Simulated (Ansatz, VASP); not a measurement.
**Ti in VASP and in Ansatz**

File INCAR:

```
PREC = Accurate
ENCUT = 520
EDIFF = 1E-6
ISMEAR = -1
SIGMA = 0.05
LREAL = F
LASPH = T
NELM = 60
ALGO = Fast
ISIF = 2
LWAVE = F
LCHARG = F
GGA = PE
NBANDS = 25
```

Contents of KPOINTS:

```
Automatic mesh
0
Gamma
  7 7 9
```

Contents of POSCAR:

```
Ti
1.0
    4.5367203846      0.0000000000      0.0000000000
   -2.2683601923      3.9289151029      0.0000000000
    0.0000000000      0.0000000000      2.8072756161
Ti
3
Direct
    0.6666666667      0.3333333333      0.5000000000
    0.3333333333      0.6666666667      0.5000000000
    0.0000000000      0.0000000000      0.0000000000
```

The input input.yaml:

```yaml
crystal:
  lattice:
    - [4.5367203846, 0.0, 0.0]
    - [-2.2683601923, 3.9289151029, 0.0]
    - [0.0, 0.0, 2.8072756161]
  atoms:
    - { symbol: Ti, position: [0.6666666667, 0.3333333333, 0.5] }
    - { symbol: Ti, position: [0.3333333333, 0.6666666667, 0.5] }
    - { symbol: Ti, position: [0.0, 0.0, 0.0] }
hamiltonian:
  xc: pbe
  pseudopotentials: { kind: paw, azcp: { folder: soft_1 } }
kpoints:
  mp_grid: { grid: [7, 7, 9] }
scf:
  occupations: { method: fermi_dirac, width: 0.05 }
output:
  forces: true
  stress: true
  eigenvalues: true
```

This isn't the form of Ti at room conditions, which is hcp.

Alike in both runs: task single point; functional PBE; k mesh 7 × 7 × 9; occupations fermi-dirac, width 0.05 eV; no spin polarisation.

|  | VASP | Ansatz |
| --- | --- | --- |
| version | VASP 6.6.1 | Ansatz 0.2.0 |
| potentials or method | VASP PAW PBE potentials, release 64 (Ti_sv) | Ansatz PAW soft_1 |
| plane-wave cutoff (eV) | 520 | 420 |
| valence electrons in the cell | 36 | 36 |

|  | VASP | Ansatz | Ansatz less VASP |
| --- | --- | --- | --- |
| gap on the k mesh at the Fermi level (eV) | none | none | - |
| pressure (GPa) | 2.5 | 3.2 | +0.68 |

A gap of «none» marks a metal or a gap that the smearing closes.
